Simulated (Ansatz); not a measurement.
The system is KBr.

```
Br K
1.0
     4.04350    0.00000    0.00000
     0.00000    4.04350    0.00000
     0.00000    0.00000    4.04350
Br K
1 1
Direct
  0.50000 0.50000 0.50000
  0.00000 0.00000 0.00000
```

Measurements of this composition are mostly on another form, of space group No. 225.

```yaml
Program: Ansatz 0.2.0
Task: single point
Functional: PBE
Potentials_or_basis: all-electron LAPW, scalar-relativistic
Cutoff: 112 eV (chosen from the basis error)
Basis_error_allowed: 0.001 eV/atom
k_mesh: 7 × 7 × 7
Occupations: fermi-dirac, width 0.05 eV
Spin: no spin polarisation
```

On this cell: pressure -0.1 GPa; largest force zero by symmetry; band gap on the k mesh 3.89 eV, indirect (least direct gap 4.12 eV).

The same run follows on a disturbed copy (atoms moved at random, drawn with an rms of 0.05 Å):

```
Br K
1.0
     4.04350    0.00000    0.00000
     0.00000    4.04350    0.00000
     0.00000    0.00000    4.04350
Br K
1 1
Cartesian
  2.0233 2.0005 2.0310
  -0.0047 -0.0009 -0.0950
```

**Question.** What does the disturbed cell give?

**Answer.** The energy moves by +1.5 meV/atom; pressure 0.0 GPa; largest force 0.058 eV/Å; band gap on the k mesh 3.89 eV, indirect (least direct gap 4.13 eV).

Forces on the atoms (eV/Å):
```
Br  -0.004  0.012 -0.057
K    0.004 -0.012  0.057
```

Caveats: an odd mesh through Γ misses points on the zone boundary, where band edges often lie.
